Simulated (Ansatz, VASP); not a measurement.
## Be (dimer Be chain): VASP beside Ansatz

Wanted: the spread between two codes on one cell, functional and k mesh. The structure shown is the start of the Ansatz relaxation below; VASP solves that cell, so the two are compared at the walk's first step.

Program: Ansatz 0.2.0. Level of theory: plane waves, with VASP 6.6.1 beside it; single point at PBE, single point at LDA and single point at RPBE. Results are calculated unless marked as measured.

### Step 1. The starting structure

The cell holds 2 atoms: 2 Be. Cell: a = 7.500 Å, b = 7.500 Å, c = 3.648 Å, α = 90.0°, β = 90.0°, γ = 90.0°. Vacuum lies along a and b. The structure's axis is c.

### Step 2. Ansatz: relaxation, PBE

Ansatz runs on its default PAW (the set named soft_2) files.

The two programs are compared at the cell with which this relaxation starts, whose forces are those of its first step.

input.yaml reads:

```yaml
crystal:
  lattice:
    - [7.5, 0.0, 0.0]
    - [0.0, 7.5, 0.0]
    - [0.0, 0.0, 3.648]
  atoms:
    - { symbol: Be, position: [0.5, 0.5, 0.0] }
    - { symbol: Be, position: [0.5, 0.5, 0.45] }
kpoints:
  mp_grid: { grid: [1, 1, 22] }
scf:
  occupations: { method: fermi_dirac, width: 0.05 }
hamiltonian:
  xc: pbe
relax:
  cell: { fix: [a, b, alpha, beta, gamma] }
  max_steps: 60
```

Run with:

```console
ansatz run input.yaml --threads 4 --pin off --max-ram 8192MiB --backend cpu --events-out ev --progress --plain --runs-dir out
```

Numbers of over 12 decimals in the logs are rounded to 6 here.

The program printed:

```text
Engine: ansatz 0.2.0, aarch64-unknown-linux-gnu
Pseudopotentials: kind: paw
Pseudopotential: Be, paw, valence charge 2, recommended cutoff 420 eV (normal), Be.paw.azcp
Functional definition: PBE
  parameter kappa = 0.804
  parameter beta = 0.066725
  exchange = pbe_x(kappa = kappa, mu = beta*pi^2/3)
  correlation = pbe_c(beta = beta)
Crystal: 2 atoms, lattice volume = 205.200 Å³
Basis set: ecut = 420 eV, 3997 PW (Γ), exchange–correlation on 108×108×50 points (8 copies of the dense FFT grid, shifted against one another)
Bands: 6, of which v1, the nominal top of the filled ones, is band 2 counted from 1 (1 counted from 0)
Symmetry: 16 space group operations
Space group: P4/mmm (ITA 123), of the structure as read, at distance tolerance 5.9e-5 Å
k-points: 12 of 22
Non-local potential: Be, projectors of the file, l = 0: 2, l = 1: 2, l = 2: 1
PAW form: soft (Blöchl's): semilocal exchange-correlation on the pseudo side does not see the compensation charge
PAW one-centre angular grid: Be, 110 points (default); XC on 64 Gauss nodes
Initial density: superposition of atomic densities (neutral atoms: chi_scale 0, normalization atom), corrected by the library's trained network
Initial wavefunctions: pseudopotential atomic-orbital guess
Functional: x = pbe(κ = 0.804, μ = 0.219515), c = pbe(β = 0.066725)
SCF iter   1: F=—  HF=-179.313771 eV  |F-HF|=—  |Δ(HF+E_count)|=         —  Δρ=3.20e-3  dr2=1.82e-2  ethr=1.77e-3  ⟨swp⟩=5.8  Hψ=749  notcnv=0
preconditioner: auto → LDOS  [metal: Δε(μ)=0.022 eV  Ē_g=4.808 eV  σ=0.050 eV  W_gap=0.11  n_scr=8 (ndim 8)  ℏωp=5.2 eV  f_vac=0.487  D(μ)=5.44/eV (n_scr^D=38)  β→1.0]
SCF iter   2: F=—  HF=-179.329985 eV  |F-HF|=—  |Δ(HF+E_count)|=   1.62e-2  Δρ=1.25e-3  dr2=3.11e-3  ethr=4.55e-4  ⟨swp⟩=3.6  Hψ=249  notcnv=0
SCF iter   3: F=—  HF=-179.329789 eV  |F-HF|=—  |Δ(HF+E_count)|=   1.96e-4  Δρ=1.54e-4  dr2=6.57e-5  ethr=7.77e-5  ⟨swp⟩=2.0  Hψ=93  notcnv=0
SCF iter   4: F=—  HF=-179.329857 eV  |F-HF|=—  |Δ(HF+E_count)|=   6.81e-5  Δρ=2.93e-5  dr2=3.42e-6  ethr=1.64e-6  ⟨swp⟩=2.0  Hψ=130  notcnv=0
SCF iter   5: F=—  HF=-179.329860 eV  |F-HF|=—  |Δ(HF+E_count)|=   2.73e-6  Δρ=8.68e-6  dr2=2.50e-7  ethr=8.55e-8  ⟨swp⟩=2.1  Hψ=100  notcnv=0
SCF iter   6: F=-179.329860 eV  HF=-179.329860 eV  |F-HF|=5.99e-9  |Δ(HF+E_count)|=   3.61e-8  Δρ=3.05e-6  dr2=1.71e-8  ethr=2.50e-9  ⟨swp⟩=4.0  Hψ=196  notcnv=0
SCF 1 converged in 6 iterations: F = -179.329860 eV  dr2 = 1.71e-8
  greatest PAW one-centre occupation: 0.510 electrons in one spin orbital (limit 2), on the Be atom at site 1 (counted from 0), in its partial waves of l = 0
relax step   1: F+E_penalty+E_count = -179.32985997 eV  Δ(F+E_penalty+E_count) = +0.000e0 eV  max|allowed force component| = 5.937e0 eV/Å  Δτ_max = 0.0000 Å  P = +3.379 GPa  Ω = 205.200 Å³  fix = [a, b, alpha, beta, gamma]  reactions: a -0.023, b -0.023 GPa  (6 SCF iters, dr2 threshold 1.00e-7 eV, accepted)
[...]
relax step   5: F+E_penalty+E_count = -180.76704547 eV  Δ(F+E_penalty+E_count) = -2.699e-2 eV  max|allowed force component| = 1.836e-3 eV/Å  Δτ_max = 0.0072 Å  P = -0.051 GPa  Ω = 242.131 Å³  energy of the carried Pulay correction = -5.416e-4 eV  fix = [a, b, alpha, beta, gamma]  reactions: a -0.095, b -0.095 GPa  (5 SCF iters, dr2 threshold 2.00e-7 eV, accepted)
[...]
relax step   6: F+E_penalty+E_count = -180.76990464 eV  Δ(F+E_penalty+E_count) = -2.859e-3 eV  max|allowed force component| = 1.826e-3 eV/Å  Δτ_max = 0.0000 Å  P = -0.040 GPa  Ω = 242.131 Å³  fix = [a, b, alpha, beta, gamma]  reactions: a -0.091, b -0.091 GPa  stress off target by 6.14e-2 GPa on what of the cell is left free  SCF on the basis re-selected at this cell (its energy is not comparable with the rows above)  (4 SCF iters)
[...]
relax step   7: F+E_penalty+E_count = -180.76997458 eV  Δ(F+E_penalty+E_count) = -6.994e-5 eV  max|allowed force component| = 1.320e-4 eV/Å  Δτ_max = 0.0001 Å  P = -0.060 GPa  Ω = 242.508 Å³  energy of the carried Pulay correction = -5.690e-6 eV  fix = [a, b, alpha, beta, gamma]  reactions: a -0.091, b -0.091 GPa  (4 SCF iters, dr2 threshold 9.41e-9 eV, accepted)
[...]
relax step   8: F+E_penalty+E_count = -180.76997937 eV  Δ(F+E_penalty+E_count) = -4.785e-6 eV  max|allowed force component| = 1.325e-4 eV/Å  Δτ_max = 0.0000 Å  P = -0.060 GPa  Ω = 242.508 Å³  fix = [a, b, alpha, beta, gamma]  reactions: a -0.091, b -0.091 GPa  stress off target by 3.04e-3 GPa on what of the cell is left free  SCF on the basis re-selected at this cell (its energy is not comparable with the rows above)  (4 SCF iters)
basis re-selected at this cell: Δ(F+E_penalty+E_count) = -4.785e-6 eV, ΔP = +0.000 GPa vs the last step (what re-selecting the basis moved, of the pressure what is left beyond the Pulay correction that the steps carried, after the strain that the cell walked since its last selection, with what the two solves' SCF thresholds leave and, on support functions, any second-order correction that the steps lacked; it is no m [...]
SCF converged after 4 iterations
Free energy (F): -180.769979 eV
Harris-Foulkes:  -180.769979 eV  (|F-HF|=2.36e-11)
Internal energy: -180.766779 eV  (E = F + TS)
E sigma→0 (E₀):  -180.768379 eV
Entropy (-TS):   -0.003200 eV (-1.600 meV/atom)
Fermi energy:    -2.366442 eV
--- Per-component energies (eV) ---
  E_band       = -18.920324
  E_kinetic    = 30.380919
  E_local      = -96.508541  (includes V_loc(G=0)·N_el)
  E_nonlocal   = 11.690399
  E_hartree    = 36.022055
  E_xc         = -33.482958
  E_vxc        = -33.459867  (∫ρ·V_xc dr)
  E_paw        = -119.268550  (= ΣΔE_a)
  E_vpaw       = -3.067355  (= ΣTr[D̂ρ^β])
  E_aug_tail   = -0.000001  (compensation charges beyond the density's cutoff)
  E_ewald      = -9.600102
  E_smearing   = -0.003200  (= −TS)
  E_closure    = -0.000000  (closes the sum)
  Σ components = -180.769979   (vs F -180.769979, Δ=0.00e0)
--- Forces (eV/Å), atoms counted from 1 ---
  atom   1  Be     0.00000000     0.00000000     0.00013253
  atom   2  Be     0.00000000     0.00000000    -0.00013253
  max |Σ_I F_I| component: 0.00e0 eV/Å
--- Stress (GPa, compression-positive) ---
       -0.090943       0.000000       0.000000
        0.000000      -0.090943       0.000000
        0.000000       0.000000       0.003038
  P = ⅓ Tr σ = -0.0596 GPa (-0.596 kbar)
--- Relaxed structure (6 steps of the walk, 6 accepted, 2 SCFs on fresh bases) ---
  F+E_penalty+E_count = -180.76997937 eV   max|allowed force component| = 1.325e-4 eV/Å   (the final SCF, on the basis selected at the relaxed cell)
  cell:  # Å, volume = 242.5077 Å³
    - [7.5, 0.0, 0.0]
    - [0.0, 7.5, 0.0]
    - [0.0, 0.0, 4.311248]
  atoms:
    - { symbol: Be, position: [0.5, 0.5, -0.025001] }
    - { symbol: Be, position: [0.5, 0.5, 0.475001] }
```

### Step 3. VASP: single point, PBE, start cell

The same cell, functional, mesh and smearing now go to VASP, with its own data sets.

Lines of VASP's logs that name or quote its potential files are left out, and so is its time.

INCAR reads:

```
SYSTEM = Be
PREC = Accurate
ENCUT = 520
EDIFF = 1E-06
NELM = 120
ISMEAR = -1
SIGMA = 0.05
LREAL = .FALSE.
ALGO = Normal
GGA = PE
NBANDS = 8
LORBIT = 11
LWAVE = .FALSE.
LCHARG = .FALSE.
ISIF = 2
LASPH = .TRUE.
GGA_COMPAT = .FALSE.
EFERMI = MIDGAP
```

POSCAR reads:

```
Be
1.0
    7.5000000000      0.0000000000      0.0000000000
    0.0000000000      7.5000000000      0.0000000000
    0.0000000000      0.0000000000      3.6480000000
Be
2
Direct
    0.5000000000      0.5000000000      0.0000000000
    0.5000000000      0.5000000000      0.4500000000
```

KPOINTS reads:

```
Automatic mesh
0
Gamma
1 1 22
0 0 0
```

Potentials, in the order of the species: Be (PBE family, release 64).

Run with:

```console
mpirun -np 1 vasp_std
```

The program printed:

```text
[banner, memory and clock lines left out]
running    1 mpi-ranks, on    1 nodes
 distrk:  each k-point on    1 cores,    1 groups
 distr:  one band on    1 cores,    1 groups

 POSCAR found type information on POSCAR Be
 POSCAR found :  1 types and       2 ions
 LDA part: xc-table for (Slater+PW92), standard interpolation
 POSCAR, INCAR and KPOINTS ok, starting setup
 FFT: planning ... GRIDC
 FFT: planning ... GRID_SOFT
 FFT: planning ... GRID
 WAVECAR not read
 entering main loop
       N       E                     dE             d eps       ncg     rms          rms(c)
DAV:   1     0.945145969640E+01    0.94515E+01   -0.11212E+03   192   0.292E+02
DAV:   2    -0.169323742141E+01   -0.11145E+02   -0.10555E+02   304   0.332E+01
DAV:   3    -0.259539208746E+01   -0.90215E+00   -0.90119E+00   216   0.132E+01
DAV:   4    -0.260598463866E+01   -0.10593E-01   -0.10593E-01   312   0.150E+00
DAV:   5    -0.260606260510E+01   -0.77966E-04   -0.77967E-04   272   0.765E-02    0.544E+00
DAV:   6    -0.174142289969E+01    0.86464E+00   -0.59718E-01   264   0.357E+00    0.307E+00
DAV:   7    -0.138081926258E+01    0.36060E+00   -0.26077E+00   272   0.458E+00    0.186E+00
DAV:   8    -0.143116975697E+01   -0.50350E-01   -0.11413E+00   256   0.265E+00    0.162E+00
DAV:   9    -0.134856915541E+01    0.82601E-01   -0.99255E-02   232   0.101E+00    0.634E-01
DAV:  10    -0.133800374328E+01    0.10565E-01   -0.27255E-02   272   0.496E-01    0.591E-02
DAV:  11    -0.134083234733E+01   -0.28286E-02   -0.12629E-03   192   0.212E-01    0.178E-01
DAV:  12    -0.134079665762E+01    0.35690E-04   -0.40044E-03   192   0.216E-01    0.107E-01
DAV:  13    -0.134068865409E+01    0.10800E-03   -0.77246E-04   208   0.109E-01    0.678E-03
DAV:  14    -0.134072844441E+01   -0.39790E-04   -0.38897E-05   192   0.337E-02    0.267E-02
DAV:  15    -0.134070908928E+01    0.19355E-04   -0.45786E-05   192   0.253E-02    0.240E-03
DAV:  16    -0.134070922117E+01   -0.13189E-06   -0.87732E-07   296   0.458E-03
   1 F= -.13407092E+01 E0= -.13197224E+01  d E =-.419737E-01
```

From OUTCAR (step 3):

```text
ion  position               nearest neighbor table
   1  0.500  0.500  0.000-   2 1.64   2 2.01
   2  0.500  0.500  0.450-   1 1.64   1 2.01

  LATTYP: Found a simple tetragonal cell.
 ALAT       =     7.5000000000
 C/A-ratio  =     0.4864000000

 Subroutine GETGRP returns: Found 16 space group operations
 (whereof  8 operations were pure point group operations)

The static configuration has the point symmetry C_4v.
 The point group associated with its full space group is D_4h.

 Found     12 irreducible k-points:

   k-points           NKPTS =     12   k-points in BZ     NKDIM =     12   number of bands    NBANDS=      8

   dimension x,y,z NGX =    56 NGY =   56 NGZ =   28
   dimension x,y,z NGXF=   112 NGYF=  112 NGZF=   56

   ENCUT  =  520.0 eV  38.22 Ry    6.18 a.u.  13.95 13.95  6.78*2*pi/ulx,y,z

   NELECT =       4.0000    total number of electrons

 k-points in reciprocal lattice and weights: Automatic mesh
   0.00000000  0.00000000  0.00000000       0.045
   0.00000000  0.00000000  0.04545455       0.091
   0.00000000  0.00000000  0.09090909       0.091
   0.00000000  0.00000000  0.13636364       0.091
   0.00000000  0.00000000  0.18181818       0.091
   0.00000000  0.00000000  0.22727273       0.091
   0.00000000  0.00000000  0.27272727       0.091
   0.00000000  0.00000000  0.31818182       0.091
   0.00000000  0.00000000  0.36363636       0.091
   0.00000000  0.00000000  0.40909091       0.091
   0.00000000  0.00000000  0.45454545       0.091
   0.00000000  0.00000000  0.50000000       0.045

 average (electrostatic) potential at core
       1 -42.4843       2 -42.4843

 E-fermi :  -2.9398

 k-point     1 :       0.0000    0.0000    0.0000
  band No.  band energies     occupation
      1      -7.0800      2.00000
      2      -2.9532      1.13344
      3      -2.9532      1.13344
      4      -2.8104      0.14006
      5       0.1725      0.00000
      6       1.5509      0.00000
      7       3.0876      0.00000
      8       3.0876      0.00000

 k-point     2 :       0.0000    0.0000    0.0455
  band No.  band energies     occupation
      1      -7.0650      2.00000
      2      -2.9307      0.90964
      3      -2.9307      0.90964
      4      -2.8435      0.25447
      5       0.1940      0.00000
      6       1.5742      0.00000
      7       3.1101      0.00000
      8       3.1101      0.00000

 k-point     3 :       0.0000    0.0000    0.0909
  band No.  band energies     occupation
      1      -7.0201      2.00000
      2      -2.9403      1.00502
      3      -2.8633      0.35617
      4      -2.8633      0.35617
      5       0.2585      0.00000
      6       1.6443      0.00000
      7       3.1772      0.00000
    ...

  Total       -0.0346701     -0.0346701     13.0536337      0.0000000      0.0000000      0.0000000
  in kB       -0.2707004     -0.2707004    101.9212280      0.0000000      0.0000000      0.0000000
  external PRESSURE =      33.7932757 kB  Pullay stress =       0.0000000 kB

  energy-cutoff  :      520.00
  volume of cell :      205.20
      direct lattice vectors                 reciprocal lattice vectors
     7.500000000  0.000000000  0.000000000     0.133333333  0.000000000  0.000000000
     0.000000000  7.500000000  0.000000000     0.000000000  0.133333333  0.000000000
     0.000000000  0.000000000  3.648000000     0.000000000  0.000000000  0.274122807

 POSITION                                       TOTAL-FORCE (eV/Angst)
 -----------------------------------------------------------------------------------
      3.75000      3.75000      0.00000         0.000000      0.000000     -5.947341
      3.75000      3.75000      1.64160         0.000000      0.000000      5.947341
 -----------------------------------------------------------------------------------
    total drift:                                0.000000     -0.000000      0.000001

  FREE ENERGIE OF THE ION-ELECTRON SYSTEM (eV)
  ---------------------------------------------------
  free  energy   TOTEN  =        -1.3407092212 eV

  energy  without entropy=       -1.2987355260  energy(sigma->0) =       -1.31972237

 total charge
# of ion       s       p       d       tot
------------------------------------------
    1        0.631   0.532   0.000   1.164
    2        0.631   0.532   0.000   1.164
--------------------------------------------------
tot          1.263   1.065   0.000   2.327

[... 3 further parts left out ...]
```

### Step 4. Side by side

Known differences besides the potentials themselves: the cutoff is 420 eV in Ansatz and 520 eV in VASP. Total energies have different zeros and are not compared.

Forces (eV/Å; atoms numbered as in POSCAR):

```tsv
atom	Ansatz x, y, z	VASP x, y, z
Be1	0.000, 0.000, -5.937	0.000, 0.000, -5.947
Be2	0.000, 0.000, 5.937	0.000, 0.000, 5.947
```

The forces differ by 6.1 meV/Å r.m.s., which is 0.2 % of the r.m.s. force of 3.434 eV/Å (both taken over all components).

### Step 5. Ansatz: relaxation, LDA

The two programs are compared at the cell with which this relaxation starts, whose forces are those of its first step.

The structure compared here is the start of the Ansatz relaxation; VASP solves that cell, so the two are compared at the walk's first step.

input.yaml, the sections that differ from step 2:

```yaml
crystal:
  lattice:
    - [7.5, 0.0, 0.0]
    - [0.0, 7.5, 0.0]
    - [0.0, 0.0, 3.648]
  atoms:
    - { symbol: Be, position: [0.5, 0.5, 0.0], spin: 0.5 }
    - { symbol: Be, position: [0.5, 0.5, 0.45], spin: 0.5 }
magnetization:
  spin_polarized: true
hamiltonian:
  xc: lda
# kpoints, scf, relax: as in step 2
```

Run with:

```console
ansatz run input.yaml --threads 4 --pin off --max-ram 8192MiB --backend cpu --events-out ev --progress --plain --runs-dir out
```

The program printed:

```text
[...]
Crystal: 2 atoms, lattice volume = 205.200 Å³
Basis set: ecut = 420 eV, 3997 PW (Γ)
Bands: 7, of which v1, the nominal top of the filled ones, is band 2 counted from 1 (1 counted from 0)
Symmetry: 16 space group operations
[...]
k-points: 12 of 22
[...]
Starting moments: Σ|m| = 1 μB on 2 of 2 sites
[...]
0.000000      -0.091560       0.000000
        0.000000       0.000000       0.044366
  P = ⅓ Tr σ = -0.0463 GPa (-0.463 kbar)
--- Relaxed structure (5 steps of the walk, 5 accepted, 1 SCFs on fresh bases) ---
[...]
cell:  # Å, volume = 240.4318 Å³
    - [7.5, 0.0, 0.0]
    - [0.0, 7.5, 0.0]
    - [0.0, 0.0, 4.274343]
  atoms:
    - { symbol: Be, position: [0.5, 0.5, -0.025005] }
    - { symbol: Be, position: [0.5, 0.5, 0.475005] }
[key lines of the parts left out:]
SCF converged after 4 iterations
Magnetization: -0.0000 μB (2.0000 up, 2.0000 down)
Free energy (F): -171.044174 eV
Fermi energy:    -2.520953 eV
```

### Step 6. VASP: single point, LDA, start cell

The same cell, functional (in two slightly different forms), mesh and smearing now go to VASP, with its own data sets.

INCAR reads:

```
SYSTEM = Be
PREC = Accurate
ENCUT = 520
EDIFF = 1E-06
NELM = 200
ISMEAR = -1
SIGMA = 0.05
LREAL = .FALSE.
ALGO = Normal
GGA = CA
NBANDS = 9
ISPIN = 2
MAGMOM = -0 -0
LORBIT = 11
LWAVE = .FALSE.
LCHARG = .FALSE.
ISIF = 2
LASPH = .TRUE.
GGA_COMPAT = .FALSE.
```

POSCAR is that of step 3.

KPOINTS is that of step 3.

Potentials, in the order of the species: Be (LDA family, release 64).

Run with:

```console
mpirun -np 1 vasp_std
```

The program printed:

```text
[banner, memory and clock lines left out]
running    1 mpi-ranks, on    1 nodes
[...]
LDA part: xc-table for (Slater(with rela. corr.)+CA(PZ))
 , standard interpolation
 POSCAR, INCAR and KPOINTS ok, starting setup
[...]
entering main loop
       N       E                     dE             d eps       ncg     rms          rms(c)
DAV:   1     0.960174264410E+01    0.96017E+01   -0.10199E+03   432   0.245E+02
DAV:   2    -0.191021341232E+01   -0.11512E+02   -0.10663E+02   598   0.345E+01
DAV:   3    -0.319837808640E+01   -0.12882E+01   -0.12829E+01   514   0.124E+01
DAV:   4    -0.321370526565E+01   -0.15327E-01   -0.15325E-01   646   0.168E+00
[...]
DAV:  17    -0.169501800126E+01   -0.67898E-06   -0.13016E-05   459   0.110E-02    0.194E-03
DAV:  18    -0.169502422075E+01   -0.62195E-05   -0.27088E-06   439   0.496E-03    0.190E-03
DAV:  19    -0.169502426331E+01   -0.42559E-07   -0.30337E-07   502   0.169E-03
   1 F= -.16950243E+01 E0= -.16736582E+01  d E =-.427320E-01  mag=     0.0000
```

Parts of OUTCAR (step 6):

```text
  Total       -0.0288509     -0.0288509     12.1941243      0.0000000     -0.0000000      0.0000000
  in kB       -0.2252645     -0.2252645     95.2102802      0.0000000     -0.0000000      0.0000000
  external PRESSURE =      31.5865837 kB  Pullay stress =       0.0000000 kB

 POSITION                                       TOTAL-FORCE (eV/Angst)
 -----------------------------------------------------------------------------------
      3.75000      3.75000      0.00000         0.000000     -0.000000     -5.827172
      3.75000      3.75000      1.64160         0.000000      0.000000      5.827172
 -----------------------------------------------------------------------------------
    total drift:                                0.000000     -0.000000      0.000001

  FREE ENERGIE OF THE ION-ELECTRON SYSTEM (eV)
  ---------------------------------------------------
  free  energy   TOTEN  =        -1.6950242633 eV

  energy  without entropy=       -1.6522922242  energy(sigma->0) =       -1.67365824

 magnetization (x)
# of ion       s       p       d       tot
------------------------------------------
    1        0.000  -0.000   0.000  -0.000
    2        0.000  -0.000   0.000  -0.000
--------------------------------------------------
tot          0.000  -0.000   0.000  -0.000

[... 1 part as in an earlier step ...]

[... 2 further parts left out ...]
[key lines of the parts left out:]
E-fermi :  -3.1746
```

### Step 7. Side by side

What differs besides the data sets and the points named for the pairs above, as far as they apply: the two LDA forms differ slightly; VASP's log shows a relativistic correction to its local exchange, Ansatz's none. Total energies have different zeros and are not compared.

Forces (eV/Å; atoms numbered as in POSCAR):

```tsv
atom	Ansatz x, y, z	VASP x, y, z
Be1	0.000, 0.000, -5.717	0.000, 0.000, -5.827
Be2	0.000, 0.000, 5.717	0.000, 0.000, 5.827
```

The forces differ by 63 meV/Å r.m.s., which is 1.9 % of the r.m.s. force of 3.364 eV/Å (both taken over all components). Moments aren't recorded for both runs of this pair, so they may hold unlike magnetic states.

(Continued in part 2 of 2.)

[Lines on the potential files, build, host, timing and source positions are cut from VASP's logs without a mark.]

[Logs are printed without paths, hosts, clocks, repeated set-up lines and the standing remarks that a program may print on its own settings, such as how far it seeks lower states.]

[Hosts, paths, dates, database ids (printed as entryN), source tags and the programs' standing remarks are cut or masked in the printed files.]
